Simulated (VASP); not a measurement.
# As (R-3m) in VASP: notebook, part 2 of 2

VASP 6.6.1. The steps go on from the part before.

## (4) Equation of state, PBE, 21.10 Å³/atom (volume scaled by 0.98)

The input, INCAR:

```
SYSTEM = As
PREC = Accurate
ENCUT = 520
EDIFF = 1E-7
ISMEAR = -1
SIGMA = 0.05
LREAL = .False.
LASPH = .True.
NELM = 60
ALGO = Normal
ISIF = 2
LWAVE = .False.
LCHARG = .False.
GGA = PE
NBANDS = 12
```

The input, KPOINTS:

```
Automatic mesh
0
Gamma
  9 9 9
  0 0 0
```

The input, POSCAR:

```
As
1.0
    1.8681737204      1.0785906003      3.4904769752
   -1.8681737204      1.0785906003      3.4904769752
    0.0000000000     -2.1571812007      3.4904769752
As
2
Direct
    0.2260000000      0.2260000000      0.2260000000
    0.7740000000      0.7740000000      0.7740000000
```

The run is started by

```bash
> cat potpaw_PBE.64/As/POTCAR > POTCAR
> mpirun -np 1 vasp_std > vasp.out
```

Wall time 26 s (1 thread of Intel Xeon Platinum 8488C (Sapphire Rapids), shared host); peak memory 0.18 GiB.

It converged, with:

```
Free energy            : -9.2963 eV
Pressure               : 5.8 GPa
Largest force          : 0.637 eV/Å
Band gap on the k mesh : none (metal or under the smearing width)
```

## (5) Equation of state, PBE, 21.96 Å³/atom (volume scaled by 1.02)

The input, INCAR:

```
SYSTEM = As
  PREC = Accurate
  ENCUT = 520
  EDIFF = 1E-7
  ISMEAR = -1
  SIGMA = 0.05
  LREAL = .FALSE.
  LASPH = .TRUE.
  NELM = 60
  ALGO = Normal
  ISIF = 2
  LWAVE = .FALSE.
  LCHARG = .FALSE.
  GGA = PE
  NBANDS = 12
```

The input, KPOINTS:

```
Automatic mesh
0
G
  9 9 9
  0 0 0
```

The input, POSCAR:

```
As
1.0
    1.8932528703      1.0930700543      3.5373346065
   -1.8932528703      1.0930700543      3.5373346065
    0.0000000000     -2.1861401086      3.5373346065
As
2
Direct
    0.2260000000      0.2260000000      0.2260000000
    0.7740000000      0.7740000000      0.7740000000
```

The run is started by

```bash
> cat potpaw_PBE.64/As/POTCAR > POTCAR
> mpirun -np 1 vasp_std > vasp.out
```

It took 28 s on 1 thread of Intel Xeon Platinum 8488C (Sapphire Rapids), shared host; peak memory 0.18 GiB.

It converged, with:

- Free energy: -9.3399 eV
- Pressure: 2.4 GPa
- Largest force: 0.350 eV/Å
- Band gap on the k mesh: none (metal or under the smearing width)

## (6) Equation of state, PBE, 22.39 Å³/atom (volume scaled by 1.04)

The input, INCAR:

```
SYSTEM = As
PREC     = Accurate       ! precision mode
ENCUT    = 520            ! plane-wave cutoff, eV
EDIFF    = 1E-7           ! SCF threshold, eV
ISMEAR   = -1             ! smearing method
SIGMA    = 0.05           ! smearing width, eV
LREAL    = .FALSE.        ! projectors in reciprocal space
LASPH    = .TRUE.         ! aspherical terms in the spheres
NELM     = 100            ! most SCF steps
ALGO     = Normal         ! electronic algorithm
ISIF     = 2              ! what is computed and relaxed
LWAVE    = .FALSE.        ! write WAVECAR
LCHARG   = .FALSE.        ! write CHGCAR
GGA      = PE             ! functional
NBANDS   = 12             ! bands
```

The input, KPOINTS:

```
regular mesh
0
G
  9 9 9
  0 0 0
```

The input, POSCAR:

```
As
1.0
    1.9055470646      1.1001681106      3.5603049553
   -1.9055470646      1.1001681106      3.5603049553
    0.0000000000     -2.2003362214      3.5603049553
As
2
Direct
    0.2260000000      0.2260000000      0.2260000000
    0.7740000000      0.7740000000      0.7740000000
```

Potentials or basis: VASP PAW PBE potentials, release 64 (As).

The run is started by

```bash
> cat potpaw_PBE.64/As/POTCAR > POTCAR
> mpirun -np 1 vasp_std > vasp.out
```

Wall time 24 s (1 thread of Intel Xeon Platinum 8488C (Sapphire Rapids), shared host); peak memory 0.19 GiB.

It converged, with:

* Free energy: -9.3488 eV
* Pressure: 0.9 GPa
* Largest force: 0.220 eV/Å
* Band gap on the k mesh: none (metal or under the smearing width)

## (7) Equation of state, PBE, 22.82 Å³/atom (volume scaled by 1.06)

The input, INCAR:

```
SYSTEM = As
  PREC = Accurate
  ENCUT = 520
  EDIFF = 1E-7
  ISMEAR = -1
  SIGMA = 0.05
  LREAL = .FALSE.
  LASPH = .TRUE.
  NELM = 60
  ALGO = Normal
  ISIF = 2
  LWAVE = .FALSE.
  LCHARG = .FALSE.
  GGA = PE
  NBANDS = 12
```

KPOINTS is that of step 6.

The input, POSCAR:

```
As
1.0
    1.9176846343      1.1071757398      3.5829826684
   -1.9176846343      1.1071757398      3.5829826684
    0.0000000000     -2.2143514796      3.5829826684
As
2
Direct
    0.2260000000      0.2260000000      0.2260000000
    0.7740000000      0.7740000000      0.7740000000
```

The run is started by

```bash
> cat potpaw_PBE.64/As/POTCAR > POTCAR
> mpirun -np 1 vasp_std > vasp.out
```

Wall time 26 s (1 thread of Intel Xeon Platinum 8488C (Sapphire Rapids), shared host); peak memory 0.18 GiB.

The run converged. Its results:

| Item | Value |
| --- | --- |
| Free energy | -9.3501 eV |
| Pressure | -0.4 GPa |
| Largest force | 0.098 eV/Å |
| Band gap on the k mesh | none (metal or under the smearing width) |

## (8) Equation of state, PBE

This step only gathers the single runs of the series.

What came out:

* Equilibrium volume: 22.69 Å³/atom
* Bulk modulus at fixed shape and positions: 69 GPa
* Pressure derivative of the bulk modulus: 4.2

Energy against volume, from the lowest point:
```tsv
volume (Å³/atom)	energy (meV/atom)
20.239	69.09
20.669	45.21
21.100	26.94
21.530	13.74
21.961	5.14
22.392	0.69
22.822	0.00
```

Caveat: the cell was scaled at fixed shape and fractional positions, which overstates the stiffness of a crystal with free parameters, most of all of layers and chains.

## (9) Equation of state, PBEsol, 20.24 Å³/atom (volume scaled by 0.94)

The input, INCAR:

```
SYSTEM = As
  PREC = Accurate
  ENCUT = 520
  EDIFF = 1E-7
  ISMEAR = -1
  SIGMA = 0.05
  LREAL = .False.
  LASPH = .True.
  NELM = 60
  ALGO = Normal
  ISIF = 2
  LWAVE = .False.
  LCHARG = .False.
  GGA = PS
  NBANDS = 12
```

The input, KPOINTS:

```
Automatic mesh
0
Gamma
  9 9 9
  0 0 0
```

The input, POSCAR:

```
As
1.0
    1.8424025153      1.0637115881      3.4423263150
   -1.8424025153      1.0637115881      3.4423263150
    0.0000000000     -2.1274231763      3.4423263150
As
2
Direct
    0.2260000000      0.2260000000      0.2260000000
    0.7740000000      0.7740000000      0.7740000000
```

Potentials or basis: VASP PAW PBE potentials, release 64 (As).

The run is started by

```bash
> cat potpaw_PBE.64/As/POTCAR > POTCAR
> mpirun -np 1 vasp_std > vasp.out
```

It took 16 s on 1 thread of Intel Xeon 6975P-C (Granite Rapids), shared host; peak memory 0.18 GiB.

The run converged. Its results:

```
Free energy            : -10.1506 eV
Pressure               : 6.3 GPa
Largest force          : 0.911 eV/Å
Band gap on the k mesh : none (metal or under the smearing width)
```

Caveat: the PAW data sets were made with another functional, which shifts forces and pressure a little.

## (10) Equation of state, PBEsol, 20.67 Å³/atom (volume scaled by 0.96)

INCAR is that of step 9.

KPOINTS is that of step 9.

The input, POSCAR:

```
As
1.0
    1.8553776084      1.0712027616      3.4665688483
   -1.8553776084      1.0712027616      3.4665688483
    0.0000000000     -2.1424055233      3.4665688483
As
2
Direct
    0.2260000000      0.2260000000      0.2260000000
    0.7740000000      0.7740000000      0.7740000000
```

The run is started by

```bash
> cat potpaw_PBE.64/As/POTCAR > POTCAR
> mpirun -np 1 vasp_std > vasp.out
```

Run time: 15 s. Hardware: 1 thread of Intel Xeon 6975P-C (Granite Rapids), shared host; peak memory 0.18 GiB.

Results (log left out):

| Item | Value |
| --- | --- |
| Free energy | -10.1789 eV |
| Pressure | 4.3 GPa |
| Largest force | 0.744 eV/Å |
| Band gap on the k mesh | none (metal or under the smearing width) |

Caveat: the PAW data sets were made with another functional, which shifts forces and pressure a little.

## (11) Equation of state, PBEsol, 21.10 Å³/atom (volume scaled by 0.98)

INCAR is that of step 10.

KPOINTS is that of step 10.

The input, POSCAR:

```
As
1.0
    1.8681737204      1.0785906003      3.4904769752
   -1.8681737204      1.0785906003      3.4904769752
    0.0000000000     -2.1571812007      3.4904769752
As
2
Direct
    0.2260000000      0.2260000000      0.2260000000
    0.7740000000      0.7740000000      0.7740000000
```

The run is started by

```bash
> cat potpaw_PBE.64/As/POTCAR > POTCAR
> mpirun -np 1 vasp_std > vasp.out
```

Run time: 12 s. Hardware: 1 thread of Intel Xeon 6975P-C (Granite Rapids), shared host; peak memory 0.19 GiB.

Results (log left out):

```
Free energy            : -10.1967 eV
Pressure               : 2.4 GPa
Largest force          : 0.587 eV/Å
Band gap on the k mesh : none (metal or under the smearing width)
```

Caveat: the PAW data sets were made with another functional, which shifts forces and pressure a little.

## (12) Equation of state, PBEsol, 21.96 Å³/atom (volume scaled by 1.02)

INCAR is that of step 11.

KPOINTS is that of step 11.

The input, POSCAR:

```
As
1.0
    1.8932528703      1.0930700543      3.5373346065
   -1.8932528703      1.0930700543      3.5373346065
    0.0000000000     -2.1861401086      3.5373346065
As
2
Direct
    0.2260000000      0.2260000000      0.2260000000
    0.7740000000      0.7740000000      0.7740000000
```

Potentials or basis: VASP PAW PBE potentials, release 64 (As).

The run is started by

```bash
> cat potpaw_PBE.64/As/POTCAR > POTCAR
> mpirun -np 1 vasp_std > vasp.out
```

It took 12 s on 1 thread of Intel Xeon 6975P-C (Granite Rapids), shared host; peak memory 0.18 GiB.

Results (log left out):

- Free energy: -10.2043 eV
- Pressure: -0.8 GPa
- Largest force: 0.302 eV/Å
- Band gap on the k mesh: none (metal or under the smearing width)

Caveat: the PAW data sets were made with another functional, which shifts forces and pressure a little.

## (13) Equation of state, PBEsol, 22.39 Å³/atom (volume scaled by 1.04)

INCAR is that of step 12.

KPOINTS is that of step 12.

The input, POSCAR:

```
As
1.0
    1.9055470646      1.1001681106      3.5603049553
   -1.9055470646      1.1001681106      3.5603049553
    0.0000000000     -2.2003362214      3.5603049553
As
2
Direct
    0.2260000000      0.2260000000      0.2260000000
    0.7740000000      0.7740000000      0.7740000000
```

The run is started by

```bash
> cat potpaw_PBE.64/As/POTCAR > POTCAR
> mpirun -np 1 vasp_std > vasp.out
```

Run time: 12 s. Hardware: 1 thread of Intel Xeon 6975P-C (Granite Rapids), shared host; peak memory 0.19 GiB.

Results (log left out):

```yaml
Free_energy: -10.1961 eV
Pressure: -2.2 GPa
Largest_force: 0.173 eV/Å
Band_gap_on_the_k_mesh: none (metal or under the smearing width)
```

Caveat: the PAW data sets were made with another functional, which shifts forces and pressure a little.

## (14) Equation of state, PBEsol, 22.82 Å³/atom (volume scaled by 1.06)

INCAR is that of step 13.

KPOINTS is that of step 13.

The input, POSCAR:

```
As
1.0
    1.9176846343      1.1071757398      3.5829826684
   -1.9176846343      1.1071757398      3.5829826684
    0.0000000000     -2.2143514796      3.5829826684
As
2
Direct
    0.2260000000      0.2260000000      0.2260000000
    0.7740000000      0.7740000000      0.7740000000
```

The run is started by

```bash
> cat potpaw_PBE.64/As/POTCAR > POTCAR
> mpirun -np 1 vasp_std > vasp.out
```

Wall time 12 s (1 thread of Intel Xeon 6975P-C (Granite Rapids), shared host); peak memory 0.19 GiB.

The run converged. Its results:

| Property | Result |
| --- | --- |
| Free energy | -10.1808 eV |
| Pressure | -3.4 GPa |
| Largest force | 0.052 eV/Å |
| Band gap on the k mesh | none (metal or under the smearing width) |

Caveat: the PAW data sets were made with another functional, which shifts forces and pressure a little.

## (15) Equation of state, PBEsol

Potentials or basis: VASP PAW PBE potentials, release 64 (As).

This step only gathers the single runs of the series.

What came out:

```
Equilibrium volume                        : 21.72 Å³/atom
Bulk modulus at fixed shape and positions : 77 GPa
Pressure derivative of the bulk modulus   : 4.2
```

Energy against volume, from the lowest point:
| volume (Å³/atom) | energy (meV/atom) |
| --- | --- |
| 20.239 | 27.12 |
| 20.669 | 12.94 |
| 21.100 | 4.08 |
| 21.530 | 0.00 |
| 21.961 | 0.24 |
| 22.392 | 4.36 |
| 22.822 | 12.00 |

Caveat: the cell was scaled at fixed shape and fractional positions, which overstates the stiffness of a crystal with free parameters, most of all of layers and chains; the PAW data sets were made with another functional, which shifts forces and pressure a little.
